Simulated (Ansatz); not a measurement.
**GaN at a changed volume: 69Ga NMR of the central transition**

Cell: a COD entry, relaxed with PBE at fixed cell and then changed (volume scaled by 0.94, ions relaxed).

```
CELL_PARAMETERS angstrom
3.11508 0.00000 0.00000
-1.55754 2.69774 0.00000
0.00000 0.00000 5.06054
ATOMIC_POSITIONS crystal
Ga 0.33333 0.66667 0.00394
Ga 0.66667 0.33333 0.50394
N 0.33333 0.66667 0.38106
N 0.66667 0.33333 0.88106
```

Atom numbers follow the list; atoms alike are taken as one site, whose name carries the number of the first.

All values are calculated (Ansatz; DFT, PBE, plane waves and PAW, scalar-relativistic, 420 eV cutoff, Γ-centred 11×11×6 k-points, Fermi–Dirac smearing 0.02 eV), not measured.

69Ga has I = 3/2 and Q = 171.0 mb (Pyykkö 2018); at 14.1 T its Larmor frequency is ν₀ = 144.5 MHz. Only the quadrupole interaction is simulated: positions count from each site's isotropic chemical shift, and J coupling is left out, as are shift anisotropy and dipolar coupling, which fast spinning averages.

(1) Simulate the second-order pattern (fast magic-angle spinning, Gaussian broadening 0.02 kHz) of site Ga (4 N at 1.90–1.91 Å).

Results:

(1) The calculation gives C_Q = 1.85 MHz and η = 0.00, so ν_Q = 0.923 MHz and the centre of gravity lies at -4.08 ppm (-0.590 kHz).

| offset (kHz) | height |
| --- | --- |
| -1.537 | 0 |
| -1.501 | 0 |
| -1.465 | 3 |
| -1.429 | 4 |
| -1.393 | 4 |
| -1.357 | 4 |
| -1.321 | 4 |
| -1.285 | 4 |
| -1.249 | 4 |
| -1.212 | 5 |
| -1.176 | 5 |
| -1.140 | 6 |
| -1.104 | 5 |
| -1.068 | 5 |
| -1.032 | 5 |
| -0.996 | 6 |
| -0.960 | 6 |
| -0.924 | 73 |
| -0.887 | 66 |
| -0.851 | 46 |
| -0.815 | 40 |
| -0.779 | 35 |
| -0.743 | 34 |
| -0.707 | 32 |
| -0.671 | 32 |
| -0.635 | 31 |
| -0.599 | 31 |
| -0.562 | 31 |
| -0.526 | 32 |
| -0.490 | 33 |
| -0.454 | 34 |
| -0.418 | 36 |
| -0.382 | 38 |
| -0.346 | 42 |
| -0.310 | 48 |
| -0.274 | 59 |
| -0.237 | 100 |
| -0.201 | 67 |
| -0.165 | 0 |
| -0.129 | 0 |

An axis of threefold or higher order runs through Ga, so V_zz lies along it and η is zero.

At this changed cell the PBE pressure is 22 GPa.
